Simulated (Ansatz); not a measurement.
**BeSe (F-43m), elastic constants by finite strains: input and output**

Level of theory: r²SCAN, PAW on Ansatz 0.2.0's default frozen-core files (fitted under PBE), scalar-relativistic.

Cell and atoms were relaxed beforehand by PAW with this functional.

Command line:

```sh
ansatz run input.yaml --threads 1 --pin off --max-ram 2560MiB --backend cpu --events-out ev --progress --plain --runs-dir out
```

Input:

```yaml
crystal:
  lattice:
    - [0.0, 2.58099178655, 2.58099178655]
    - [2.58099178655, 0.0, 2.58099178655]
    - [2.58099178655, 2.58099178655, 0.0]
  atoms:
    - { symbol: Be, position: [0.0, 0.0, 0.0] }
    - { symbol: Se, position: [0.75, 0.75, 0.75] }
kpoints:
  mp_grid: { grid: [8, 8, 8] }
scf:
  occupations: { method: fixed }
hamiltonian:
  xc: r2scan
  pseudopotentials: { kind: paw }
elastic:
  mode: relaxed_ion
  stencil: two_point
  amplitude: 0.008
```

Output:

```
Warning: RAYON_NUM_THREADS=1 ignored (pool sized by the plan → 1); use --threads N
Engine: ansatz 0.2.0, aarch64-unknown-linux-gnu
Pseudopotentials: kind: paw
Pseudopotential: Be, paw, valence charge 2, recommended cutoff 500 eV (meta_gga), Be.paw.azcp
Pseudopotential: Se, paw, valence charge 16, recommended cutoff 500 eV (meta_gga), Se.paw.azcp
Functional definition: r2SCAN
  parameter k0 = 0.174
  parameter k1 = 0.065
  parameter a1 = 4.9479
  exchange = r2scan_x(k0 = k0, k1 = k1, a1 = a1)
  correlation = r2scan_c
Crystal: 2 atoms, lattice volume = 34.387 Å³
Basis set: ecut = 500 eV, 893 PW (Γ), exchange–correlation on 108×108×108 points (64 copies of the dense FFT grid, shifted against one another)
Bands: 13, of which v1, the nominal top of the filled ones, is band 9 counted from 1 (8 counted from 0)
Symmetry: 24 space group operations
Space group: F-43m (ITA 216), of the structure as read, at distance tolerance 3.3e-5 Å
k-points: 29 of 512 (time reversal used)
Non-local potential: Be, projectors of the file, l = 0: 2, l = 1: 2, l = 2: 1
Non-local potential: Se, projectors of the file, l = 0: 2, l = 1: 2, l = 2: 3, l = 3: 1
PAW form: soft (Blöchl's): semilocal exchange-correlation on the pseudo side does not see the compensation charge
PAW frozen core: Be, regenerated for the run's functional (the file was generated under x = pbe(κ = 0.804, μ = 0.2195149727645171), c = pbe(β = 0.06672455060314922))
PAW frozen core: Se, regenerated for the run's functional (the file was generated under x = pbe(κ = 0.804, μ = 0.2195149727645171), c = pbe(β = 0.06672455060314922))
PAW one-centre angular grid: Be, 302 points (default); XC on 255 of its mesh's 2635 points in the sphere
PAW one-centre angular grid: Se, 590 points (default); XC on 160 Gauss nodes
Initial density: superposition of atomic densities (neutral atoms: chi_scale 0, normalization atom), corrected by the library's trained network
Initial wavefunctions: pseudopotential atomic-orbital guess
[... 132 lines left out ...]
  E_vtau       = 6.014414  (kinetic-family band-sum trace: ∫τ·v_τ [+ j·A + Jᵃ·Aᵃ] dr)
  E_ewald      = -1734.250675
  E_core_change = -1.776797  (= ΣΔE_core)
  E_smearing   = -0.000000  (= −TS)
  E_closure    = -0.000000  (closes the sum)
  Σ components = -5573.340401   (vs F -5573.340401, Δ=0.00e0)
--- Forces (eV/Å), atoms counted from 1 ---
  atom   1  Be    -0.00000000     0.00000000     0.00000000
  atom   2  Se     0.00000000     0.00000000    -0.00000000
  max |Σ_I F_I| component: 2.44e-16 eV/Å
--- Stress (GPa, compression-positive) ---
        0.004987       0.000000      -0.000000
       -0.000000       0.004987       0.000000
       -0.000000       0.000000       0.004987
  P = ⅓ Tr σ = 0.0050 GPa (0.050 kbar)
--- Elastic constants: 2 strain directions × 2 members + reference (group order 24) ---
  dense FFT box of the reference and of every strained cell: 27×27×27
  strains applied: 11, 23; error gains: componentwise 1.00 (the most a stress slope's error grows in a printed constant), spectral 1.73 (1 for all six strains in a standard setting)
  C = ∂σ_k/∂η_j (tension-positive GPa; Voigt order 11 22 33 23 13 12):
       134.761     52.248     52.248      0.000     -0.000     -0.000
        52.248    134.761     52.248      0.000     -0.000     -0.000
        52.248     52.248    134.761      0.000     -0.000     -0.000
        -0.000      0.000      0.000     70.631      0.000     -0.000
        -0.000     -0.000     -0.000     -0.000     70.631      0.000
         0.000     -0.000      0.000      0.000      0.000     70.631
  reference stress σ⁰ (GPa):     -0.005     -0.005     -0.005     -0.000      0.000     -0.000
  C* (energy form; C + prestress term) asymmetry max|C*_kj − C*_jk| = 1.421e-14 GPa — a small one proves nothing (zero by symmetry where the batch's group is 432, −43m or m−3m); a large one is finite-difference/SCF noise where ...
  moduli (Voigt/Reuss/Hill, GPa): K = 79.75/79.75/79.75   G = 58.88/54.97/56.93   E = 137.96   ν = 0.212
  mechanically stable: yes (min eigenvalue of sym C = 70.63 GPa)
  strain η (Voigt 11):  stress-route row diagonal C_11 = 134.76 GPa, energy-path curvature d²(F+E_count+ΔE)/dδ²/Ω₀ = 134.76 GPa
         δ    σ_11 (GPa)             F (eV)   n_scf  n_hpsi   n_pw
    -8.000e-3      -1.0930       -5573.3394614       8   14750    889   relax 0 steps, max|allowed force component| 5.58e-17 eV/Å
     8.000e-3       1.0632       -5573.3394904       7   12746    901   relax 0 steps, max|allowed force component| 5.55e-17 eV/Å
  strain η (Voigt 23):  stress-route row diagonal C_44 = 70.63 GPa, energy-path curvature d²(F+E_count+ΔE)/dδ²/Ω₀ = 70.63 GPa
         δ    σ_23 (GPa)             F (eV)   n_scf  n_hpsi   n_pw
    -8.000e-3      -0.5650       -5573.3399164       2   11183    893   relax 3 steps, max|allowed force component| 8.85e-7 eV/Å
     8.000e-3       0.5650       -5573.3399164       2   11220    893   relax 2 steps, max|allowed force component| 1.30e-6 eV/Å
```

The calculation finished and met its thresholds.

**Elastic constants**

Elastic constants of a crystal by Kohn-Sham DFT: slopes of the stress over finite engineering strains of the given cell, Voigt indices, Cartesian axes as in the input.

| Quantity | Value |
| --- | --- |
| Pressure at rest | 0.005 GPa |
| Least elastic eigenvalue | 70.63 GPa |
| Elastically stable | yes |

| index | elastic (GPa) |
| --- | --- |
| 11 | 134.8 |
| 12 | 52.25 |
| 44 | 70.63 |

**Elastic moduli**

Hill averages of a grain aggregate, Debye temperature from the mean sound speed over directions.

| Item | Value |
| --- | --- |
| Bulk modulus | 79.75 GPa |
| Shear modulus | 56.93 GPa |
| Young modulus | 138 GPa |
| Poisson ratio | 0.2117 |
| Bulk over shear modulus | 1.401 |
| Elastic anisotropy index | 0.3553 |
| Least young modulus | 105.6 GPa |
| Largest young modulus | 163.6 GPa |
| Longitudinal sound speed | 6053 m/s |
| Transverse sound speed | 3660 m/s |
| Elastic debye temperature | 463.9 K |
| Linear compressibility (x, y, z) | 4.18, 4.18, 4.18 1/TPa |
| Zener ratio | 1.712 |
| Cauchy pressure | -18.38 GPa |

### Strained cells

Stress of each strained cell less that at rest, tension positive.

```tsv
strain component	strain	stress xx (GPa)	stress yy (GPa)	stress zz (GPa)	stress yz (GPa)	stress xz (GPa)	stress xy (GPa)	relaxation steps
xx	-0.008	-1.088	-0.4309	-0.4309	0	0	0	0
xx	0.008	1.068	0.405	0.405	0	0	0	0
yz	-0.008	0.0005	-0.0055	-0.0055	-0.5651	0	0	3
yz	0.008	0.0005	-0.0055	-0.0055	0.5651	0	0	2
```

Known limits: frozen-core PAW files fitted under PBE, their cores solved anew for the functional of the run; constants at zero field, no piezoelectric stiffening.

Cost: 61 s on 1 thread of Arm Neoverse V2 (shared host), peak memory 0.45 GiB.
